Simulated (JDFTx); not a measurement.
Crystal: Mg.

```
Mg
1.0
     0.00000    2.24426    2.24426
     2.24426    0.00000    2.24426
     2.24426    2.24426    0.00000
Mg
1
Cartesian
  0.0000 0.0000 0.0000
```

This isn't the form of Mg at room conditions, which is hcp.

| Item | Value |
| --- | --- |
| Program | JDFTx 1.7.0 (patched build) |
| Task | single point |
| Functional | PBE |
| Potentials or basis | PseudoDojo-SR-PBE-0.5-standard |
| Cutoff | 1143 eV |
| Density cutoff | 4572 eV |
| k mesh | 10 × 10 × 10 |
| Occupations | fermi-dirac, width 0.05 eV |
| Spin | no spin polarisation |

On this cell: pressure 0.8 GPa; band gap on the k mesh none (metal or under the smearing width).

The same run follows on a disturbed copy (cell strained at random at fixed volume):

```
Mg
1.0
     0.02074    2.21365    2.27413
     2.26756    0.04128    2.25359
     2.30140    2.22695    0.00745
Mg
1
Direct
  0.00172 0.00720 0.98951
```

Question: What changes?

Answer: The energy (extrapolated to zero smearing) moves by +1.3 meV/atom; pressure 0.9 GPa; band gap on the k mesh none (metal or under the smearing width).

Stress tensor (GPa, compression positive):
```
 0.74 -0.72  0.12
-0.72  1.06 -0.42
 0.12 -0.42  0.79
```

Caveats: the empty levels aren't tightly converged.
